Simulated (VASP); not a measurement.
# From an Ansatz input to VASP: Li$_{2}$O (strained measured structure)

Ansatz input

```yaml
crystal:
  lattice:
    - [0.0, 2.3821678838, 2.3821678838]
    - [2.3821678838, 0.0, 2.3821678838]
    - [2.3821678838, 2.3821678838, 0.0]
  atoms:
    - { symbol: Li, position: [0.25, 0.25, 0.25] }
    - { symbol: Li, position: [0.75, 0.75, 0.75] }
    - { symbol: O, position: [0.0, 0.0, 0.0] }
kpoints:
  mp_grid: { grid: [10, 10, 10] }
  band_path:
    path:
      - [0.0, 0.0, 0.0]
      - [0.5, 0.0, 0.5]
      - [0.625, 0.25, 0.625]
      - [0.375, 0.375, 0.75]
      - [0.5, 0.5, 0.5]
      - [0.5, 0.25, 0.75]
    npoints: 1
hamiltonian:
  xc: r2scan
scf:
  occupations: { method: fixed }
  n_extra_bands: 4
output:
  forces: true
  stress: true
  eigenvalues: true
```

Which VASP files do the same job?



INCAR

```
ENCUT = 520
PREC = Accurate
NELM = 120
LASPH = .TRUE.
EDIFF = 1E-7
NBANDS = 13
NSW = 0
LREAL = .FALSE.
SIGMA = 0.01
LCHARG = .FALSE.
LWAVE = .FALSE.
METAGGA = R2SCAN
ISIF = 2
ISMEAR = 0
IBRION = -1
ALGO = Normal
```

KPOINTS

```
KPOINTS created by Atomic Simulation Environment
0
Gamma
10 10 10
0 0 0
```

KPOINTS_OPT

```
special points
6
Reciprocal
0.0000000000 0.0000000000 0.0000000000 1
0.5000000000 0.0000000000 0.5000000000 1
0.6250000000 0.2500000000 0.6250000000 1
0.3750000000 0.3750000000 0.7500000000 1
0.5000000000 0.5000000000 0.5000000000 1
0.5000000000 0.2500000000 0.7500000000 1
```

POSCAR

```
Li O
 1.0000000000000000
     0.0000000000000000    2.3821678838000002    2.3821678838000002
     2.3821678838000002    0.0000000000000000    2.3821678838000002
     2.3821678838000002    2.3821678838000002    0.0000000000000000
 Li  O
   2   1
Cartesian
  1.1910839419000001  1.1910839419000001  1.1910839419000001
  3.5732518257000003  3.5732518257000003  3.5732518257000003
  0.0000000000000000  0.0000000000000000  0.0000000000000000
```

VASP ran with the recommended PBE PAW datasets (12 valence electrons in the cell). Other inputs would serve too.

|  | Ansatz | VASP |
| --- | --- | --- |
| gap between bands v and c | 5.28 eV | 5.38 eV |
| least direct gap | 5.28 eV | 5.38 eV |
| pressure | -8.4 GPa | -9.5 GPa |

Each program uses its own PAW datasets. VASP's cell holds 12 valence electrons and Ansatz's 12. Ansatz's stress includes a Pulay correction; VASP's doesn't.
